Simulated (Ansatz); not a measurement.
# Se: response to strain

Se is deformed so: equal xx and yy strain of +2 %. What stress and forces result, by LAPW, PAW and all-electron datasets made for the crystal?

Method: DFT PBEsol, scalar-relativistic, in Ansatz 0.2.0.

## 1. The starting structure

The structure is trigonal, space group P3_121 (No. 152). Conventional cell: a = 4.366 Å, b = 4.366 Å, c = 4.954 Å, α = 90.00°, β = 90.00°, γ = 120.00°. Se (site symmetry 2) has 2 Se at 2.37 Å as nearest neighbours.

Structure file:

```
Se
1.0
     4.36620    0.00000    0.00000
    -2.18310    3.78124    0.00000
     0.00000    0.00000    4.95360
Se
3
Direct
  0.22540 0.00000 0.33333
  0.00000 0.22540 0.66667
  0.77460 0.77460 0.00000
```

Atoms are numbered in the order of the input: Se1, Se2, Se3.

## 2. After the deformation

Space group P3_121 before, P3_121 after.

## 3. All-electron LAPW

The input, input.yaml:

```yaml
crystal:
  lattice:
    - [4.4535239479, 0.0, 0.0]
    - [-2.226761974, 3.8568648753, 0.0]
    - [0.0, 0.0, 4.9536]
  atoms:
    - { symbol: Se, position: [0.2254, 0.0, 0.3333333333] }
    - { symbol: Se, position: [0.0, 0.2254, 0.6666666667] }
    - { symbol: Se, position: [0.7746, 0.7746, 0.0] }
kpoints:
  mp_grid: { grid: [6, 6, 5] }
  band_path:
    path:
      - [0.0, 0.0, 0.0]
      - [0.5, 0.0, 0.0]
      - [0.3333333333, 0.3333333333, 0.0]
      - [0.0, 0.0, 0.0]
      - [0.0, 0.0, 0.5]
      - [0.5, 0.0, 0.5]
      - [0.3333333333, 0.3333333333, 0.5]
      - [0.0, 0.0, 0.5]
      - [0.5, 0.0, 0.5]
    npoints: 5
scf:
  occupations: { method: fermi_dirac, width: 0.03 }
hamiltonian:
  xc: pbesol
  pseudopotentials: { kind: all_electron, lapw: { basis_error: 0.001 } }
output:
  forces: true
  stress: true
  eigenvalues: true
```

Command:

```
> ansatz run input.yaml --threads 1 --pin off --max-ram 6144MiB --backend cpu --events-out ev --progress --plain --runs-dir out
```

## 4. Frozen-core PAW

The input, input.yaml:

```yaml
crystal:
  lattice:
    - [4.4535239479, 0.0, 0.0]
    - [-2.226761974, 3.8568648753, 0.0]
    - [0.0, 0.0, 4.9536]
  atoms:
    - { symbol: Se, position: [0.2254, 0.0, 0.3333333333] }
    - { symbol: Se, position: [0.0, 0.2254, 0.6666666667] }
    - { symbol: Se, position: [0.7746, 0.7746, 0.0] }
kpoints:
  mp_grid: { grid: [6, 6, 5] }
scf:
  occupations: { method: fermi_dirac, width: 0.03 }
hamiltonian:
  xc: pbesol
  pseudopotentials: { kind: paw }
output:
  forces: true
  stress: true
  eigenvalues: true
  efg: { contact_densities: true }
```

## 5. All-electron PAW on datasets made for the crystal

input.yaml: that of step 4 with these lines changed.

```diff
@@ -15,3 +15,3 @@
   xc: pbesol
-  pseudopotentials: { kind: paw }
+  pseudopotentials: { kind: all_electron, datasets: crystal }
 output:
```

(Steps that only read results are left out.)

Before running it: what results should come out? Wanted: pressure; largest shear or deviatoric stress.

As calculated:

| quantity | value |
| --- | --- |
| pressure | LAPW -1.52, PAW -1.52, crystal datasets -1.53 GPa |
| largest shear or deviatoric stress (LAPW) | 0.63 GPa |

**Reading.** The largest part of the stress beyond the pressure is 0.63 GPa in size, in the zz component; the atoms are carried along and not relaxed. No run of the undeformed cell stands beside it, so the pressure holds what the given cell had before the change. PAW: stress within 0.01 GPa of LAPW, forces within 4 meV/Å. Crystal datasets: stress within 0.01 GPa of LAPW, forces within 1 meV/Å.
